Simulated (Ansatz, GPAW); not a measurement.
# Geometry or basis: what sets the conductance of azulenedithiol between two Al chains

How well does azulenedithiol between two Al chains conduct once its atoms have relaxed, and how much do cheaper levels lose?

Main program and level: GPAW 26.7.0 and Ansatz 0.2.0; Ansatz plane waves; relaxation of the junction with the lead ends held; PAW set soft_1, in the first sound run; inputs show where later runs differ.

### Step 1. The structure

The cell holds 32 atoms: 14 Al, 2 S, 10 C and 6 H. Its edges and angles: a = 15.793 Å, b = 9.000 Å, c = 41.536 Å, α = 90.0°, β = 90.0°, γ = 90.0°. Regions: left lead, 7 atoms (7 Al); channel, 18 atoms (2 S, 10 C and 6 H); right lead, 7 atoms (7 Al). Vacuum lies along a and b. The structure is stacked along c, and the current runs across the ab planes.

### Step 2. Relaxation

Transmission follows bond lengths closely, so the atoms between the held lead ends are relaxed first, from a slightly shaken start that lets symmetry break.

File input.yaml:

```yaml
crystal:
  lattice:
    - [15.7929843069, 0.0, 0.0]
    - [0.0, 9.0, 0.0]
    - [0.0, 0.0, 41.5356031808]
  atoms:
    - { symbol: Al, position: [0.5, 0.5, 0.0288908769] }
    - { symbol: Al, position: [0.5, 0.5, 0.0866726308] }
    - { symbol: Al, position: [0.5, 0.5, 0.1444543847] }
    - { symbol: Al, position: [0.5, 0.5, 0.2022361386] }
    - { symbol: Al, position: [0.5, 0.5, 0.2600178924] }
    - { symbol: Al, position: [0.5017269919, 0.5025046555, 0.3177812007] }
    - { symbol: Al, position: [0.5012394851, 0.4978301544, 0.3742600092] }
    - { symbol: S, position: [0.3732427611, 0.5016010453, 0.3931734191] }
    - { symbol: C, position: [0.3654013406, 0.4979529638, 0.4359579257] }
    - { symbol: H, position: [0.2350972004, 0.5010472646, 0.445593843] }
    - { symbol: H, position: [0.5067981126, 0.4992776822, 0.4475653468] }
    - { symbol: C, position: [0.2961777436, 0.4959992478, 0.4548928787] }
    - { symbol: C, position: [0.4410635575, 0.5004142862, 0.4558510002] }
    - { symbol: C, position: [0.3246924556, 0.498847252, 0.4877037874] }
    - { symbol: C, position: [0.4202586588, 0.5018338479, 0.4870880369] }
    - { symbol: H, position: [0.5480270107, 0.5028274341, 0.5086041843] }
    - { symbol: H, position: [0.2047480859, 0.4992188423, 0.5087668598] }
    - { symbol: C, position: [0.270524242, 0.4974480369, 0.5129588872] }
    - { symbol: C, position: [0.4803479446, 0.5014423566, 0.5134151672] }
    - { symbol: C, position: [0.4533375621, 0.5032983436, 0.5449587449] }
    - { symbol: C, position: [0.2957176485, 0.5065792814, 0.5465086203] }
    - { symbol: C, position: [0.3720901236, 0.4974255026, 0.5618535863] }
    - { symbol: H, position: [0.2426988697, 0.4977855451, 0.5607700856] }
    - { symbol: H, position: [0.5093959563, 0.5046261629, 0.5622005322] }
    - { symbol: S, position: [0.3699386253, 0.5011553447, 0.6038584285] }
    - { symbol: Al, position: [0.4999416136, 0.5005518094, 0.6244196717] }
    - { symbol: Al, position: [0.4990427483, 0.4977884688, 0.6812115727] }
    - { symbol: Al, position: [0.5, 0.5, 0.7399821076] }
    - { symbol: Al, position: [0.5, 0.5, 0.7977638614] }
    - { symbol: Al, position: [0.5, 0.5, 0.8555456153] }
    - { symbol: Al, position: [0.5, 0.5, 0.9133273692] }
    - { symbol: Al, position: [0.5, 0.5, 0.9711091231] }
kpoints:
  mp_grid: { grid: [1, 1, 2] }
hamiltonian:
  xc: pbe
  pseudopotentials: { kind: paw, azcp: { folder: soft_1 } }
scf:
  occupations: { method: fermi_dirac, width: 0.1 }
relax:
  f_tol: 0.03
  max_steps: 80
  constraints: [{ sites: [0, 1, 2, 3, 4, 27, 28, 29, 30, 31] }]
```

Launch:

```bash
ansatz run input.yaml --threads 4 --pin off --max-ram 8192MiB --backend cpu --events-out ev --progress --plain --runs-dir out
```

Numbers of over 12 decimals in the logs are rounded to 6 here.

The log of the run:

```text
Engine: ansatz 0.2.0, aarch64-unknown-linux-gnu
Pseudopotentials: kind: paw
Pseudopotential: Al, paw, valence charge 3, recommended cutoff 420 eV (normal), soft_1/Al.paw.azcp
Pseudopotential: S, paw, valence charge 6, recommended cutoff 420 eV (normal), soft_1/S.paw.azcp
Pseudopotential: C, paw, valence charge 4, recommended cutoff 420 eV (normal), soft_1/C.paw.azcp
Pseudopotential: H, paw, valence charge 1, recommended cutoff 420 eV (normal), soft_1/H.paw.azcp
Functional definition: PBE
  parameter kappa = 0.804
  parameter beta = 0.066725
  exchange = pbe_x(kappa = kappa, mu = beta*pi^2/3)
  correlation = pbe_c(beta = beta)
Crystal: 32 atoms, lattice volume = 5903.740 Å³
Basis set: ecut = 420 eV, 115329 PW (Γ), exchange–correlation on 216×128×576 points (8 copies of the dense FFT grid, shifted against one another)
Bands: 82, of which v1, the nominal top of the filled ones, is band 50 counted from 1 (49 counted from 0)
Symmetry: 1 space group operations
Space group: P1 (ITA 1), of the structure as read, at distance tolerance 1.8e-4 Å
k-points: 2
Non-local potential: Al, projectors of the file, l = 0: 2, l = 1: 2, l = 2: 1
Non-local potential: S, projectors of the file, l = 0: 2, l = 1: 2, l = 2: 1
Non-local potential: C, projectors of the file, l = 0: 2, l = 1: 2, l = 2: 1
Non-local potential: H, projectors of the file, l = 0: 2, l = 1: 1
PAW form: soft (Blöchl's): semilocal exchange-correlation on the pseudo side does not see the compensation charge
PAW one-centre angular grid: Al, 110 points (default); XC on 64 Gauss nodes
PAW one-centre angular grid: S, 110 points (default); XC on 64 Gauss nodes
PAW one-centre angular grid: C, 110 points (default); XC on 64 Gauss nodes
PAW one-centre angular grid: H, 110 points (default); XC on 64 Gauss nodes
Initial density: superposition of atomic densities (neutral atoms: chi_scale 0, normalization atom)
Initial wavefunctions: pseudopotential atomic-orbital guess
Functional: x = pbe(κ = 0.804, μ = 0.219515), c = pbe(β = 0.066725)
SCF iter   1: F=—  HF=-11925.292882 eV  |F-HF|=—  |Δ(HF+E_count)|=         —  Δρ=2.62e-2  dr2=1.52e2  ethr=3.10e-3  ⟨swp⟩=15.0  Hψ=1192  notcnv=0  defer=2
preconditioner: auto → LDOS  [metal: Δε(μ)=0.080 eV  Ē_g=5.607 eV  σ=0.100 eV  W_gap=0.19  n_scr=234 (ndim 8)  ℏωp=3.6 eV  f_vac=0.727  D(μ)=27.06/eV (n_scr^D=78)  β→1.0]
SCF iter   2: F=—  HF=-12047.793807 eV  |F-HF|=—  |Δ(HF+E_count)|=    1.23e2  Δρ=6.10e-2  dr2=2.80e3  ethr=3.10e-3  ⟨swp⟩=27.5  Hψ=1972  notcnv=0  defer=12  recentre
SCF iter   3: F=—  HF=-11912.520224 eV  |F-HF|=—  |Δ(HF+E_count)|=    1.35e2  Δρ=1.63e-2  dr2=8.46e1  ethr=3.10e-3  ⟨swp⟩=15.5  Hψ=1569  notcnv=0  defer=7
SCF iter   4: F=—  HF=-11905.901402 eV  |F-HF|=—  |Δ(HF+E_count)|=    6.62e0  Δρ=5.71e-3  dr2=2.15e0  ethr=3.10e-3  ⟨swp⟩=5.5  Hψ=468  notcnv=0  defer=17
SCF iter   5: F=—  HF=-11905.719554 eV  |F-HF|=—  |Δ(HF+E_count)|=   1.82e-1  Δρ=2.89e-3  dr2=9.90e-1  ethr=2.15e-3  ⟨swp⟩=5.5  Hψ=384  notcnv=0  defer=14
SCF iter   6: F=—  HF=-11905.554186 eV  |F-HF|=—  |Δ(HF+E_count)|=   1.65e-1  Δρ=7.44e-4  dr2=7.90e-2  ethr=9.90e-4  ⟨swp⟩=4.0  Hψ=346  notcnv=0  defer=15
SCF iter   7: F=—  HF=-11905.548760 eV  |F-HF|=—  |Δ(HF+E_count)|=   5.43e-3  Δρ=3.32e-4  dr2=2.88e-2  ethr=7.90e-5  ⟨swp⟩=3.0  Hψ=275  notcnv=0  defer=12
SCF iter   8: F=—  HF=-11905.549386 eV  |F-HF|=—  |Δ(HF+E_count)|=   6.26e-4  Δρ=2.32e-4  dr2=2.04e-2  ethr=2.88e-5  ⟨swp⟩=2.5  Hψ=245  notcnv=0  defer=12
SCF iter   9: F=—  HF=-11905.549289 eV  |F-HF|=—  |Δ(HF+E_count)|=   9.67e-5  Δρ=1.20e-4  dr2=1.09e-2  ethr=2.04e-5  ⟨swp⟩=2.0  Hψ=251  notcnv=0  defer=12
SCF iter  10: F=—  HF=-11905.548746 eV  |F-HF|=—  |Δ(HF+E_count)|=   5.44e-4  Δρ=9.02e-5  dr2=5.19e-3  ethr=1.09e-5  ⟨swp⟩=1.0  Hψ=152  notcnv=0  defer=12
SCF iter  11: F=—  HF=-11905.548111 eV  |F-HF|=—  |Δ(HF+E_count)|=   6.35e-4  Δρ=5.98e-5  dr2=1.05e-3  ethr=5.19e-6  ⟨swp⟩=1.0  Hψ=160  notcnv=0  defer=12
SCF iter  12: F=—  HF=-11905.547902 eV  |F-HF|=—  |Δ(HF+E_count)|=   2.09e-4  Δρ=3.83e-5  dr2=2.53e-4  ethr=1.05e-6  ⟨swp⟩=2.0  Hψ=248  notcnv=0  defer=12
SCF iter  13: F=—  HF=-11905.547889 eV  |F-HF|=—  |Δ(HF+E_count)|=   1.30e-5  Δρ=2.04e-5  dr2=1.02e-4  ethr=2.53e-7  ⟨swp⟩=2.0  Hψ=234  notcnv=0  defer=12
SCF iter  14: F=-11905.547877 eV  HF=-11905.547889 eV  |F-HF|=1.22e-5  |Δ(HF+E_count)|=   7.19e-7  Δρ=1.20e-5  dr2=2.12e-5  ethr=2.25e-8  ⟨swp⟩=3.5  Hψ=672  notcnv=0
SCF 1 converged in 14 iterations: F = -11905.547877 eV  dr2 = 2.12e-5
  greatest PAW one-centre occupation: 0.858 electrons in one spin orbital (limit 2), on the S atom at site 24 (counted from 0), in its partial waves of l = 0
relax step   1: F+E_penalty+E_count = -11905.54787722 eV  Δ(F+E_penalty+E_count) = +0.000e0 eV  max|allowed force component| = 3.179e0 eV/Å  Δτ_max = 0.0000 Å  (14 SCF iters, dr2 threshold 2.25e-5 eV, accepted)
Initial density: handed on by an earlier stage of this run
Initial wavefunctions: those handed on with the density
iter 1 solved again at ethr=8.43e-4 eV; its pass at ethr=3.10e-3 eV (dr2=8.43e-1 eV) is discarded
SCF iter   1: F=—  HF=-11906.706228 eV  |F-HF|=—  |Δ(HF+E_count)|=         —  Δρ=2.80e-3  dr2=8.62e-1  ethr=8.43e-4  ⟨swp⟩=2.5  Hψ=672  notcnv=0  defer=13
preconditioner: auto → LDOS  [metal: Δε(μ)=0.076 eV  Ē_g=6.157 eV  σ=0.100 eV  W_gap=0.18  n_scr=234 (ndim 8)  ℏωp=4.3 eV  f_vac=0.758  D(μ)=21.65/eV (n_scr^D=48)  β→1.0]
SCF iter   2: F=—  HF=-11906.668608 eV  |F-HF|=—  |Δ(HF+E_count)|=   3.76e-2  Δρ=1.78e-3  dr2=3.37e-1  ethr=8.43e-4  ⟨swp⟩=4.5  Hψ=321  notcnv=0  defer=13
SCF iter   3: F=—  HF=-11906.619720 eV  |F-HF|=—  |Δ(HF+E_count)|=   4.89e-2  Δρ=1.02e-3  dr2=1.52e-1  ethr=3.37e-4  ⟨swp⟩=4.5  Hψ=338  notcnv=0  defer=12
SCF iter   4: F=—  HF=-11906.597256 eV  |F-HF|=—  |Δ(HF+E_count)|=   2.25e-2  Δρ=3.76e-4  dr2=2.43e-2  ethr=1.52e-4  ⟨swp⟩=2.0  Hψ=224  notcnv=0  defer=12
SCF iter   5: F=—  HF=-11906.594881 eV  |F-HF|=—  |Δ(HF+E_count)|=   2.38e-3  Δρ=1.80e-4  dr2=5.23e-3  ethr=2.43e-5  ⟨swp⟩=2.0  Hψ=222  notcnv=0  defer=12
SCF iter   6: F=—  HF=-11906.594332 eV  |F-HF|=—  |Δ(HF+E_count)|=   5.49e-4  Δρ=7.14e-5  dr2=7.33e-4  ethr=5.23e-6  ⟨swp⟩=2.0  Hψ=222  notcnv=0  defer=12
SCF iter   7: F=—  HF=-11906.594426 eV  |F-HF|=—  |Δ(HF+E_count)|=   9.42e-5  Δρ=3.43e-5  dr2=1.64e-4  ethr=7.33e-7  ⟨swp⟩=2.5  Hψ=257  notcnv=0  defer=12
SCF iter   8: F=-11906.594431 eV  HF=-11906.594440 eV  |F-HF|=9.22e-6  |Δ(HF+E_count)|=   1.34e-5  Δρ=1.49e-5  dr2=3.16e-5  ethr=1.00e-7  ⟨swp⟩=4.0  Hψ=607  notcnv=0
SCF 2 converged in 8 iterations: F = -11906.594431 eV  dr2 = 3.16e-5
[...]
relax step   8: F+E_penalty+E_count = -11907.35095475 eV  Δ(F+E_penalty+E_count) = -2.427e-2 eV  max|allowed force component| = 9.565e-2 eV/Å  Δτ_max = 0.1913 Å  (9 SCF iters, dr2 threshold 1.15e-5 eV, accepted)
relax step   9: F+E_penalty+E_count = -11907.37214823 eV  Δ(F+E_penalty+E_count) = -2.119e-2 eV  max|allowed force component| = 5.801e-2 eV/Å  Δτ_max = 0.1949 Å  (9 SCF iters, dr2 threshold 2.77e-6 eV, accepted)
relax step  10: F+E_penalty+E_count = -11907.39104597 eV  Δ(F+E_penalty+E_count) = -1.890e-2 eV  max|allowed force component| = 1.232e-1 eV/Å  Δτ_max = 0.1938 Å  (10 SCF iters, dr2 threshold 1.02e-6 eV, accepted)
relax step  11: F+E_penalty+E_count = -11907.41245288 eV  Δ(F+E_penalty+E_count) = -2.141e-2 eV  max|allowed force component| = 1.526e-1 eV/Å  Δτ_max = 0.1970 Å  (9 SCF iters, dr2 threshold 5.59e-6 eV, accepted)
relax step  12: F+E_penalty+E_count = -11907.43526627 eV  Δ(F+E_penalty+E_count) = -2.281e-2 eV  max|allowed force component| = 1.049e-1 eV/Å  Δτ_max = 0.1909 Å  (8 SCF iters, dr2 threshold 2.33e-5 eV, accepted)
relax step  13: F+E_penalty+E_count = -11907.45024773 eV  Δ(F+E_penalty+E_count) = -1.498e-2 eV  max|allowed force component| = 7.490e-2 eV/Å  Δτ_max = 0.1940 Å  (9 SCF iters, dr2 threshold 5.20e-6 eV, accepted)
relax step  14: F+E_penalty+E_count = -11907.45639104 eV  Δ(F+E_penalty+E_count) = -6.143e-3 eV  max|allowed force component| = 8.697e-2 eV/Å  Δτ_max = 0.1936 Å  (9 SCF iters, dr2 threshold 2.65e-6 eV, accepted)
relax step  15: F+E_penalty+E_count = -11907.45780866 eV  Δ(F+E_penalty+E_count) = -1.418e-3 eV  max|allowed force component| = 2.014e-2 eV/Å  Δτ_max = 0.0527 Å  (7 SCF iters, dr2 threshold 3.86e-6 eV, accepted)
iter 1 solved again at ethr=3.72e-9 eV; its pass at ethr=3.10e-3 eV (dr2=3.72e-6 eV) is discarded
SCF iter   1: F=—  HF=-11907.457953 eV  |F-HF|=—  |Δ(HF+E_count)|=         —  Δρ=4.65e-6  dr2=3.73e-6  ethr=3.72e-9  ⟨swp⟩=1.0  Hψ=396  notcnv=0  defer=12
preconditioner: auto → LDOS  [metal: Δε(μ)=0.064 eV  Ē_g=5.818 eV  σ=0.100 eV  W_gap=0.16  n_scr=234 (ndim 8)  ℏωp=4.2 eV  f_vac=0.756  D(μ)=19.45/eV (n_scr^D=38)  β→1.0]
SCF iter   2: F=—  HF=-11907.457812 eV  |F-HF|=—  |Δ(HF+E_count)|=   1.41e-4  Δρ=6.84e-6  dr2=7.45e-6  ethr=3.72e-9  ⟨swp⟩=3.0  Hψ=257  notcnv=0  defer=12
SCF iter   3: F=—  HF=-11907.457811 eV  |F-HF|=—  |Δ(HF+E_count)|=   1.26e-6  Δρ=2.61e-6  dr2=1.22e-6  ethr=3.72e-9  ⟨swp⟩=2.0  Hψ=238  notcnv=0  defer=12
SCF iter   4: F=—  HF=-11907.457811 eV  |F-HF|=—  |Δ(HF+E_count)|=   1.62e-8  Δρ=1.71e-6  dr2=3.70e-7  ethr=1.22e-9  ⟨swp⟩=2.0  Hψ=224  notcnv=0  defer=12
SCF iter   5: F=-11907.457811 eV  HF=-11907.457811 eV  |F-HF|=7.46e-9  |Δ(HF+E_count)|=   4.46e-8  Δρ=3.57e-7  dr2=2.26e-8  ethr=1.00e-10  ⟨swp⟩=4.0  Hψ=608  notcnv=0
SCF 16 converged in 5 iterations: F = -11907.457811 eV  dr2 = 2.26e-8
relax step  16: F+E_penalty+E_count = -11907.45781106 eV  Δ(F+E_penalty+E_count) = -2.402e-6 eV  max|allowed force component| = 1.970e-2 eV/Å  Δτ_max = 0.0000 Å  (5 SCF iters, accepted)
SCF converged after 5 iterations
Free energy (F): -11907.457811 eV
Harris-Foulkes:  -11907.457811 eV  (|F-HF|=7.46e-9)
Internal energy: -11906.822029 eV  (E = F + TS)
E sigma→0 (E₀):  -11907.139920 eV
Entropy (-TS):   -0.635782 eV (-19.868 meV/atom)
Fermi energy:    -3.460339 eV
--- Per-component energies (eV) ---
  E_band       = -929.792162
  E_kinetic    = 1431.125288
  E_local      = -18210.330959  (includes V_loc(G=0)·N_el)
  E_nonlocal   = 461.182106
  E_hartree    = 8349.270682
  E_xc         = -1182.741595
  E_vxc        = -1157.687739  (∫ρ·V_xc dr)
  E_paw        = -8794.364093  (= ΣΔE_a)
  E_vpaw       = -152.613640  (= ΣTr[D̂ρ^β])
  E_aug_tail   = -0.006380  (compensation charges beyond the density's cutoff)
  E_ewald      = 6039.042921
  E_smearing   = -0.635782  (= −TS)
  E_closure    = -0.000000  (closes the sum)
  Σ components = -11907.457811   (vs F -11907.457811, Δ=0.00e0)
--- Forces (eV/Å), atoms counted from 1 ---
  atom   1  Al     0.01335214    -0.00020790    -0.02928573
  atom   2  Al    -0.05186631     0.00192656    -0.05903438
  atom   3  Al     0.10805818    -0.00458029    -0.07764973
  atom   4  Al    -0.11899379     0.00535299    -0.27020088
  atom   5  Al     0.03698232    -0.00049033     0.76695083
  atom   6  Al     0.00880665    -0.00238453    -0.00740094
  atom   7  Al     0.00782568    -0.00197097    -0.00011013
  atom   8  S     -0.00688787     0.00467644     0.01579788
  atom   9  C     -0.00027676    -0.01245388    -0.01303423
  atom  10  H     -0.00026885    -0.00123166     0.00283211
  atom  11  H     -0.00336355     0.00200792    -0.00190123
  atom  12  C      0.00528908    -0.00134318    -0.00663092
  atom  13  C      0.00671408     0.00735829     0.01969518
  atom  14  C     -0.00224626     0.01227069     0.00269648
  atom  15  C      0.00118018    -0.00994683    -0.01300389
  atom  16  H     -0.00420349     0.00530772     0.00036632
  atom  17  H      0.00377467    -0.00701052     0.00225618
  atom  18  C     -0.00268867     0.01090515    -0.00652455
  atom  19  C      0.00210176    -0.00816891     0.00734104
  atom  20  C      0.01464102    -0.00047118     0.00381848
  atom  21  C      0.00536789    -0.00394704     0.00408463
  atom  22  C     -0.00714528     0.00149588     0.00435336
  atom  23  H     -0.00100290     0.00088707    -0.00034177
  atom  24  H     -0.00558488     0.00179052    -0.00132775
  atom  25  S     -0.00942043     0.00073330    -0.00486966
  atom  26  Al    -0.00208820     0.00215364    -0.00698005
  atom  27  Al     0.00260330     0.00265678     0.00940622
  atom  28  Al     0.05820445    -0.00584172    -0.71395782
  atom  29  Al    -0.12429843     0.00055874     0.24297974
  atom  30  Al     0.10004504     0.00053093     0.04960031
  atom  31  Al    -0.04516459    -0.00031934     0.05598237
  atom  32  Al     0.01049477    -0.00013938     0.02404400
  max |Σ_I F_I| component: 1.05e-4 eV/Å
--- Relaxed structure (16 steps of the walk, 16 accepted, 0 SCFs on fresh bases) ---
  F+E_penalty+E_count = -11907.45781106 eV   max|allowed force component| = 1.970e-2 eV/Å
  atoms:
    - { symbol: Al, position: [0.5, 0.5, 0.0288908769] }
    - { symbol: Al, position: [0.5, 0.5, 0.0866726308] }
    - { symbol: Al, position: [0.5, 0.5, 0.1444543847] }
    - { symbol: Al, position: [0.5, 0.5, 0.2022361386] }
    - { symbol: Al, position: [0.5, 0.5, 0.2600178924] }
    - { symbol: Al, position: [0.388422, 0.508328, 0.304677] }
    - { symbol: Al, position: [0.410655, 0.505384, 0.367399] }
    - { symbol: S, position: [0.286306, 0.507277, 0.393161] }
    - { symbol: C, position: [0.300678, 0.504844, 0.435142] }
    - { symbol: H, position: [0.164117, 0.499882, 0.448560] }
    - { symbol: H, position: [0.440383, 0.508668, 0.444262] }
    - { symbol: C, position: [0.230059, 0.501480, 0.456033] }
    - { symbol: C, position: [0.376045, 0.506032, 0.453627] }
    - { symbol: C, position: [0.259690, 0.500734, 0.487855] }
    - { symbol: C, position: [0.353720, 0.503831, 0.486359] }
    - { symbol: H, position: [0.476720, 0.506875, 0.506282] }
    - { symbol: H, position: [0.141019, 0.496098, 0.511039] }
    - { symbol: C, position: [0.209304, 0.498014, 0.515473] }
    - { symbol: C, position: [0.409430, 0.504762, 0.512580] }
    - { symbol: C, position: [0.392518, 0.503766, 0.545517] }
    - { symbol: C, position: [0.232645, 0.497962, 0.547809] }
    - { symbol: C, position: [0.314094, 0.500754, 0.561688] }
    - { symbol: H, position: [0.180394, 0.495672, 0.565002] }
    - { symbol: H, position: [0.448654, 0.505862, 0.560987] }
    - { symbol: S, position: [0.309601, 0.502003, 0.604699] }
    - { symbol: Al, position: [0.438168, 0.486824, 0.627752] }
    - { symbol: Al, position: [0.404976, 0.495499, 0.689834] }
    - { symbol: Al, position: [0.5, 0.5, 0.7399821076] }
    - { symbol: Al, position: [0.5, 0.5, 0.7977638614] }
    - { symbol: Al, position: [0.5, 0.5, 0.8555456153] }
    - { symbol: Al, position: [0.5, 0.5, 0.9133273692] }
    - { symbol: Al, position: [0.5, 0.5, 0.971109] }
```

It took 4.4 min on 4 threads of Arm Neoverse V2, shared host; peak memory 6 GiB.

Step by step:

```
step  energy less that of the first step (eV)  largest force component (eV/Å)
   1                                   0.0000                          3.1791
   2                                  -1.0466                          1.6325
   3                                  -1.4711                          0.6016
   4                                  -1.5997                          0.4131
   5                                  -1.7005                          0.2063
   6                                  -1.7465                          0.1272
   7                                  -1.7788                          0.1739
   8                                  -1.8031                          0.0957
   9                                  -1.8243                          0.0580
  10                                  -1.8432                          0.1232
  11                                  -1.8646                          0.1526
  12                                  -1.8874                          0.1049
  13                                  -1.9024                          0.0749
  14                                  -1.9085                          0.0870
  15                                  -1.9099                          0.0201
  16                                  -1.9099                          0.0197
```

The atoms that moved most (Å):

```
atom      dx      dy      dz  length
 Al6  -1.789   0.052  -0.544   1.871
Al27  -1.486  -0.021   0.358   1.528
 Al7  -1.431   0.068  -0.285   1.460
  S8  -1.373   0.051  -0.001   1.374
 H16  -1.126   0.036  -0.096   1.131
 H10  -1.121  -0.010   0.123   1.128
 C19  -1.120   0.030  -0.035   1.121
 H11  -1.049   0.085  -0.137   1.061
```

Final coordinates:

```cif
data_structure
_symmetry_space_group_name_H-M 'P 1'
_symmetry_Int_Tables_number 1
_cell_length_a 15.7930
_cell_length_b 9.0000
_cell_length_c 41.5356
_cell_angle_alpha 90.000
_cell_angle_beta 90.000
_cell_angle_gamma 90.000
_cell_volume 5903.74
loop_
_atom_site_label
_atom_site_type_symbol
_atom_site_fract_x
_atom_site_fract_y
_atom_site_fract_z
_atom_site_occupancy
Al1 Al 0.50000 0.50000 0.02889 1
Al2 Al 0.50000 0.50000 0.08667 1
Al3 Al 0.50000 0.50000 0.14445 1
Al4 Al 0.50000 0.50000 0.20224 1
Al5 Al 0.50000 0.50000 0.26002 1
Al6 Al 0.38842 0.50833 0.30468 1
Al7 Al 0.41066 0.50538 0.36740 1
S8 S 0.28631 0.50728 0.39316 1
C9 C 0.30068 0.50484 0.43514 1
H10 H 0.16412 0.49988 0.44856 1
H11 H 0.44038 0.50867 0.44426 1
C12 C 0.23006 0.50148 0.45603 1
C13 C 0.37605 0.50603 0.45363 1
C14 C 0.25969 0.50073 0.48785 1
C15 C 0.35372 0.50383 0.48636 1
H16 H 0.47672 0.50688 0.50628 1
H17 H 0.14102 0.49610 0.51104 1
C18 C 0.20930 0.49801 0.51547 1
C19 C 0.40943 0.50476 0.51258 1
C20 C 0.39252 0.50377 0.54552 1
C21 C 0.23264 0.49796 0.54781 1
C22 C 0.31409 0.50075 0.56169 1
H23 H 0.18039 0.49567 0.56500 1
H24 H 0.44865 0.50586 0.56099 1
S25 S 0.30960 0.50200 0.60470 1
Al26 Al 0.43817 0.48682 0.62775 1
Al27 Al 0.40498 0.49550 0.68983 1
Al28 Al 0.50000 0.50000 0.73998 1
Al29 Al 0.50000 0.50000 0.79776 1
Al30 Al 0.50000 0.50000 0.85555 1
Al31 Al 0.50000 0.50000 0.91333 1
Al32 Al 0.50000 0.50000 0.97111 1
```

This step gave:

```yaml
free_energy: -11907.4578 eV
smearing_term_ts: 0.6358 eV
symmetry_operations: 1
```

The relaxation lowered the energy of the cell by 1.91 eV.

[end of part 1 of 4]

[Logs are printed without paths, hosts, clocks, repeated set-up lines and the standing remarks that a program may print on its own settings, such as how far it seeks lower states.]

[Hosts, paths, dates, database ids (printed as entryN), source tags and the programs' standing remarks are cut or masked in the printed files.]
